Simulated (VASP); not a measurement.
Calculation: revTPSS meta-GGA, VASP's PBE PAW potentials (set 64) (plane waves; VASP 6.6.1).

A VASP calculation is set up with these files.

### KPOINTS
```
Regular mesh
0
gamma
  7 7 7
```

File POSCAR:
```
AlSb
4.370380
  0.0000000000   0.7071067608   0.7071067608
  0.7071067608   0.0000000000   0.7071067608
  0.7071067608   0.7071067608   0.0000000000
Al Sb
1 1
Direct
  0.0000000000   0.0000000000   0.0000000000
  0.2500000000   0.2500000000   0.2500000000
```

**INCAR**
```
SIGMA = 0.05   # width (eV)
ISMEAR = 0   # Gaussian
LASPH = .TRUE.
LREAL = .FALSE.
NELM = 100   # most electronic steps
LCHARG = .FALSE.
ISIF = 2
SYSTEM = AlSb
EDIFF = 1E-7
ALGO = Normal   # blocked Davidson
LWAVE = .FALSE.
LMAXMIX = 4   # l cut-off of mixed one-centre charges
METAGGA = RTPSS
LMIXTAU = .TRUE.
PREC = Accurate
ENCUT = 520
```

POTCAR, in this order: Al Sb (PBE.64 set). Program: vasp_std.

The run wrote:

File OSZICAR:
```
       N       E                     dE             d eps       ncg     rms          rms(c)
DAV:   1     0.343829114856E+02    0.34383E+02   -0.28200E+03   320   0.745E+02
DAV:   2     0.961846104684E+01   -0.24764E+02   -0.23649E+02   400   0.105E+02
DAV:   3     0.899942524988E+01   -0.61904E+00   -0.61684E+00   448   0.219E+01
DAV:   4     0.899654431256E+01   -0.28809E-02   -0.28809E-02   536   0.179E+00
DAV:   5     0.899654111227E+01   -0.32003E-05   -0.32003E-05   440   0.572E-02    0.476E+00
DAV:   6     0.915274373527E+01    0.15620E+00   -0.28738E+00   344   0.193E+01    0.289E+00
DAV:   7     0.923372117505E+01    0.80977E-01   -0.21523E+03   320   0.100E+05    0.157E+00
DAV:   8     0.974269507703E+01    0.50897E+00   -0.28804E+03   320   0.124E+05    0.541E-01
DAV:   9     0.918032726240E+01   -0.56237E+00   -0.39601E+00   320   0.140E+03    0.516E-01
DAV:  10     0.915629015538E+01   -0.24037E-01   -0.17615E-01   336   0.768E+00    0.512E-01
DAV:  11     0.912253885214E+01   -0.33751E-01   -0.15866E-02   400   0.161E+00    0.517E-01
DAV:  12     0.911841441308E+01   -0.41244E-02   -0.54700E-03   320   0.949E-01    0.302E-01
DAV:  13     0.914893647155E+01    0.30522E-01   -0.65423E-02   320   0.272E+00    0.139E+00
DAV:  14     0.912968737638E+01   -0.19249E-01   -0.11949E-02   352   0.136E+00    0.150E+00
DAV:  15     0.912279927278E+01   -0.68881E-02   -0.21872E-03   344   0.590E-01    0.108E+00
DAV:  16     0.911666649566E+01   -0.61328E-02   -0.15605E-02   320   0.154E+00    0.387E-01
DAV:  17     0.911424297507E+01   -0.24235E-02   -0.31234E-03   328   0.860E-01    0.291E-01
DAV:  18     0.911327820587E+01   -0.96477E-03   -0.10343E-03   320   0.439E-01    0.187E-01
DAV:  19     0.911316199334E+01   -0.11621E-03   -0.21314E-05   440   0.623E-02    0.173E-01
DAV:  20     0.911310389408E+01   -0.58099E-04   -0.11245E-04   320   0.153E-01    0.997E-02
DAV:  21     0.911309016252E+01   -0.13732E-04   -0.14518E-05   376   0.522E-02    0.856E-02
DAV:  22     0.911308278251E+01   -0.73800E-05   -0.46400E-06   328   0.317E-02    0.718E-02
DAV:  23     0.911307642494E+01   -0.63576E-05   -0.41166E-06   320   0.309E-02    0.496E-02
DAV:  24     0.911307623580E+01   -0.18915E-06   -0.17947E-07   448   0.481E-03    0.444E-02
DAV:  25     0.911307258052E+01   -0.36553E-05   -0.41053E-06   352   0.211E-02    0.315E-02
DAV:  26     0.911307085033E+01   -0.17302E-05   -0.20271E-06   328   0.172E-02    0.113E-02
DAV:  27     0.911307074166E+01   -0.10866E-06   -0.46262E-07   416   0.871E-03    0.378E-03
DAV:  28     0.911307075953E+01    0.17869E-07   -0.84467E-08   336   0.385E-03
   1 F= 0.91130708E+01 E0= 0.91130708E+01  d E =-.125826E-13
```

OUTCAR:
```
------------------------ aborting loop because EDIFF is reached ----------------------------------------
  FORCE on cell =-STRESS in cart. coord.  units (eV):
  Direction    XX          YY          ZZ          XY          YZ          ZX
  --------------------------------------------------------------------------------------
  Total        0.0033838      0.0033838      0.0033838      0.0000000      0.0000000     -0.0000000
  in kB        0.0918476      0.0918476      0.0918476      0.0000000      0.0000000     -0.0000000
  external PRESSURE =       0.0918476 kB  Pullay stress =       0.0000000 kB
  volume of cell :       59.03
      direct lattice vectors                 reciprocal lattice vectors
     0.000000000  3.090325245  3.090325245    -0.161795268  0.161795268  0.161795268
     3.090325245  0.000000000  3.090325245     0.161795268 -0.161795268  0.161795268
     3.090325245  3.090325245  0.000000000     0.161795268  0.161795268 -0.161795268
 POSITION                                       TOTAL-FORCE (eV/Angst)
 -----------------------------------------------------------------------------------
      0.00000      0.00000      0.00000         0.000000      0.000000      0.000000
      1.54516      1.54516      1.54516        -0.000000     -0.000000     -0.000000
 -----------------------------------------------------------------------------------
    total drift:                               -0.000000     -0.000000     -0.000000
  FREE ENERGIE OF THE ION-ELECTRON SYSTEM (eV)
  ---------------------------------------------------
  free  energy   TOTEN  =         9.1130707595 eV

  energy  without entropy=        9.1130707595  energy(sigma->0) =        9.11307076
```
(Selected blocks of OUTCAR.)

**OUTCAR**
```
 val. band max:        4.5331629953   @ k =   0.0000   0.0000   0.0000

 cond. band min:       5.7726104940   @ k =   0.4286   0.4286   0.0000


 Fermi energy:         4.7765722291

 k-point     1 :       0.0000    0.0000    0.0000
  band No.  band energies     occupation
      1      -6.1817      2.00000
      2       4.5332      2.00000
      3       4.5332      2.00000
      4       4.5332      2.00000
      5       6.2927      0.00000
      6       7.7680      0.00000
      7       7.7680      0.00000
      8       7.7680      0.00000

 k-point     2 :       0.1429    0.0000    0.0000
  band No.  band energies     occupation
      1      -5.9940      2.00000
      2       2.8526      2.00000
      3       4.3034      2.00000
      4       4.3034      2.00000
      5       6.7425      0.00000
      6       8.1189      0.00000
      7       8.1189      0.00000
      8       8.6340      0.00000

 k-point     3 :       0.2857    0.0000    0.0000
  band No.  band energies     occupation
      1      -5.4805      2.00000
      2       0.7700      2.00000
      3       3.9138      2.00000
      4       3.9138      2.00000
      5       6.3136      0.00000
      6       8.4747      0.00000
      7       8.4747      0.00000
      8      10.7126      0.00000

 k-point     4 :       0.4286    0.0000    0.0000
  band No.  band energies     occupation
      1      -4.8959      2.00000
      2      -0.6490      2.00000
      3       3.6717      2.00000
      4       3.6717      2.00000
      5       6.0230      0.00000
      6       8.3929      0.00000
      7       8.3929      0.00000
      8      11.0947      0.00000

 k-point     5 :       0.1429    0.1429    0.0000
  band No.  band energies     occupation
      1      -5.9304      2.00000
      2       2.9183      2.00000
      3       3.8758      2.00000
      4       3.8758      2.00000
      5       6.9941      0.00000
      6       7.8435      0.00000
      7       8.7803      0.00000
...
```

Unless said otherwise, spin-orbit coupling is left out, though it shifts the bands of the heavy elements here.

The compound is AlSb in the zinc blende structure. It was relaxed first.
